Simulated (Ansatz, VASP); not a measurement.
**GaP in VASP and in Ansatz**

```
Ga P
1.0
     1.94302    1.12180    6.43081
    -1.94302    1.12180    6.43081
     0.00000   -2.24360    6.43081
Ga P
2 2
Direct
  0.43537 0.43537 0.43537
  0.56463 0.56463 0.56463
  0.05739 0.05739 0.05739
  0.94261 0.94261 0.94261
```

Measurements of this composition are mostly on another form, of space group No. 216.

Alike in both runs: task single point; functional PBE; k mesh 6 × 6 × 6; occupations gaussian, width 0.1 eV; no spin polarisation.

|  | VASP | Ansatz |
| --- | --- | --- |
| version | VASP 6.6.1 | Ansatz 0.2.0 |
| potentials or method | VASP PAW PBE potentials, release 64 (Ga_d, P) | scalar-relativistic, plane waves, PAW |
| plane-wave cutoff (eV) | 520 | 420 |
| valence electrons in the cell | 36 | 36 |

```csv
,VASP,Ansatz,Ansatz less VASP
gap on the k mesh at the Fermi level (eV),0.84,0.83,-0.008
least direct gap on the mesh (eV),1.13,1.14,+0.006
pressure (GPa),0.0,0.0,+0.02
largest component of the traceless stress (GPa),0.01,0.08,+0.067
rms of the force components (eV/Å),0.021,0.031,+0.0092
```

Atom by atom the forces differ by 0.016 eV/Å (rms over components). With one functional, cell and mesh, what is left measures potentials, basis and numerics.

A k mesh can miss the band edges. A hybrid or GW would open this gap; PBE tends to underestimate it.
